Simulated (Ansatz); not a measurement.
Density of states of TiCo2 (Fd-3m, a = 6.687 Å, b = 6.687 Å, c = 6.687 Å, α = 90.00°, β = 90.00°, γ = 90.00°), in states per eV and primitive cell, averaged over bins of 0.3 eV. Theory: DFT r2SCAN, scalar-relativistic, plane waves, PAW in Ansatz 0.2.0.

Settings: cutoff 500 eV, Γ-centred mesh 10×10×10 on the computed 6-atom cell, Gaussian smearing of 0.10 eV; collinear spin from starting moments -0.71 -0.71 1.69 1.69 1.69 1.69 μB.

The cell is relaxed at this level. The states (both spins) are summed by tetrahedra on a 15×15×15 mesh at the self-consistent density. Energies are bin centres; the table starts no lower than −8 eV and ends at 6 eV, or lower where the solved bands end.

It is a metal at this level.

```csv
E − E_F (eV),total,Co 3d down,Ti 3d up,Co 3d up,Ti 3d down,Co 4s up,Co 4s down
-7.90,0.48,0.01,0.00,0.01,0.00,0.12,0.15
-7.60,0.58,0.01,0.00,0.02,0.01,0.16,0.19
-7.30,0.70,0.02,0.00,0.03,0.01,0.21,0.23
-7.00,0.92,0.03,0.01,0.05,0.02,0.27,0.33
-6.70,1.10,0.04,0.02,0.10,0.03,0.39,0.35
-6.40,0.98,0.04,0.03,0.10,0.03,0.35,0.30
-6.10,0.86,0.03,0.03,0.11,0.04,0.30,0.25
-5.80,0.71,0.03,0.02,0.18,0.04,0.12,0.17
-5.50,2.69,0.11,0.10,0.94,0.15,0.34,0.51
-5.20,4.12,0.13,0.24,2.31,0.13,0.51,0.33
-4.90,6.58,0.41,0.40,4.26,0.15,0.41,0.26
-4.60,5.82,0.68,0.24,3.35,0.28,0.27,0.35
-4.30,4.69,0.75,0.16,2.57,0.37,0.14,0.30
-4.00,11.88,1.81,0.36,7.61,0.74,0.28,0.37
-3.70,8.86,1.26,0.34,5.70,0.52,0.31,0.36
-3.40,9.56,2.23,0.41,5.51,0.44,0.29,0.30
-3.10,6.56,1.46,0.38,3.89,0.24,0.20,0.17
-2.80,9.40,3.27,0.48,4.54,0.43,0.24,0.10
-2.50,17.21,6.93,0.35,8.34,0.79,0.21,0.11
-2.20,11.06,5.67,0.17,2.72,1.57,0.12,0.22
-1.90,12.08,4.70,0.20,3.67,2.30,0.12,0.27
-1.60,6.07,1.99,0.20,1.69,1.31,0.08,0.14
-1.30,3.20,1.09,0.24,1.31,0.22,0.07,0.05
-1.00,4.74,1.35,0.60,1.75,0.34,0.15,0.04
-0.70,5.02,2.86,0.33,0.51,0.89,0.08,0.03
-0.40,6.50,3.29,0.88,0.58,0.90,0.12,0.04
-0.10,3.92,1.73,0.81,0.41,0.38,0.06,0.02
0.20,7.80,3.73,1.33,0.45,1.77,0.04,0.04
0.50,11.25,4.15,3.77,0.93,1.73,0.15,0.06
0.80,14.43,5.71,4.44,1.18,1.98,0.44,0.08
1.10,3.77,1.37,0.80,0.24,1.00,0.16,0.02
1.40,6.46,3.63,0.82,0.11,1.62,0.04,0.05
1.70,3.59,1.32,0.51,0.07,1.36,0.03,0.07
2.00,5.26,0.79,1.30,0.13,2.48,0.06,0.10
2.30,8.25,1.08,2.29,0.18,3.95,0.11,0.11
2.60,7.24,0.44,4.52,0.25,0.96,0.19,0.20
2.90,3.03,0.29,1.26,0.07,0.70,0.11,0.23
3.20,3.04,0.29,0.77,0.05,0.93,0.13,0.36
3.50,2.54,0.14,1.00,0.06,0.39,0.23,0.16
3.80,1.50,0.07,0.55,0.03,0.20,0.12,0.07
4.10,1.82,0.11,0.40,0.03,0.26,0.10,0.10
4.40,2.57,0.14,0.51,0.04,0.29,0.13,0.12
4.70,1.63,0.08,0.31,0.03,0.15,0.09,0.06
5.00,0.98,0.05,0.15,0.01,0.09,0.05,0.04
5.30,0.90,0.04,0.10,0.01,0.10,0.04,0.05
5.60,0.74,0.03,0.10,0.01,0.07,0.04,0.04
```

The columns after the total are the main Löwdin projections on the occupied valence shells of the potentials; 3 others are left out. The rest of the total lies in those, in shells that are empty in the free atom, which aren't projected, and between the atoms.

The state reached may not be the lowest one.

Only this magnetic start was tried.

Cost: 1 run of about 4.1 core-minutes, on AMD EPYC 7R43 (Zen 3) (shared hosts).